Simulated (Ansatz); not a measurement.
# Sb: single point with PBE

Sb:

```
Sb
1.0
    -4.03001    4.03001    2.02549
     4.03001   -4.03001    2.02549
     4.03001    4.03001   -2.02549
Sb
4
Direct
  0.64724 0.14869 0.80829
  0.14489 0.34584 0.49574
  0.34758 0.85024 0.19552
  0.85045 0.64785 0.49850
```

This isn't the form of Sb at room conditions, which is rhombohedral.

The cell isn't the ideal one: atoms moved at random, drawn with an rms of 0.05 Å.

```
Program             : Ansatz 0.2.0
Task                : single point
Functional          : PBE
Potentials or basis : Ansatz PAW
Cutoff              : 420 eV (not typed: the program's choice for these potentials)
k mesh              : 7 × 7 × 7
Occupations         : fermi-dirac, width 0.05 eV
Spin                : no spin polarisation
```

The pressure is 1.7 GPa, the largest force is 0.185 eV/Å and the band gap on the k mesh is none (metal or under the smearing width).

Forces on the atoms (eV/Å):
```
Sb  -0.148 -0.098  0.051
Sb  -0.010  0.109  0.000
Sb   0.007  0.059 -0.040
Sb   0.152 -0.070 -0.011
```

Stress tensor (GPa, compression positive):
```
 1.43  0.35 -0.12
 0.35  1.44 -0.21
-0.12 -0.21  2.10
```

Levels at points of the mesh, in eV from the Fermi level:
```tsv
k point	band 28	band 29	band 30	band 31	band 32	band 33
(0.00, 0.00, 0.00)	-1.11	-1.09	-1.00	-0.82	-0.37	2.56
```

Wall time 57 s on 2 threads of Intel(R) Xeon(R) Processor @ 2.50GHz (Skylake/Cascade Lake), with other jobs on the host, peak memory 0.83 GiB.

The run has no spin-orbit coupling, so splittings on Sb are missing.
